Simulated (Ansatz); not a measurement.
# Ni under changes of volume

One of the cells (10.569 Å³/atom); the others are scaled copies at fixed shape and fractional positions:

```xyz
2
Lattice="2.4480 0.0000 0.0000 -1.2240 2.1201 0.0000 0.0000 0.0000 4.0728" Properties=species:S:1:pos:R:3 pbc="T T T"
Ni    1.2240    0.7067    3.0546
Ni    0.0000    1.4134    1.0182
```

This isn't the form of Ni at room conditions, which is fcc.

```yaml
Program: Ansatz 0.2.0
Functional: PBE
Potentials_or_basis: all-electron LAPW, scalar-relativistic
Cutoff: 347 eV (chosen from the basis error)
Basis_error_allowed: 0.0005 eV/atom
k_mesh: 12 × 12 × 7
Occupations: fermi-dirac, width 0.05 eV
Spin: collinear spin, ferromagnetic start
Starting_moments: "[1.0, 1.0] μB"
```

```csv
volume (Å³/atom),energy over the lowest point (meV/atom),pressure (GPa),moment (μB per cell)
9.935,?,?,?
10.146,39.65,17.6,1.26
10.357,20.23,12.1,1.28
10.569,7.61,7.3,1.30
10.780,1.08,2.9,1.32
10.992,0.00,-1.0,1.33
11.203,3.79,-4.5,1.34
```

Q: What does the run at 9.935 Å³/atom give?

A: Energy over the lowest point 66.70 meV/atom; pressure 23.7 GPa; moment 1.24 μB per cell.

Worked out: A Birch-Murnaghan fit of order 3 (a polynomial in V^(-2/3)) to the other rows has its minimum at 10.93 Å³/atom with B0 = V·E''(V) = 197 GPa and B' = 4.8 at fixed shape and positions, which overstates the stiffness. It gives 66.66 meV/atom at 9.935 Å³/atom, against the run's 66.70, and -dE/dV = 23.6 GPa, against 23.7. A straight line through the other rows of the moment, of slope 0.077 μB per Å³/atom, extrapolates to 1.25 μB, against the run's 1.24.

Energies are extrapolated to zero smearing.
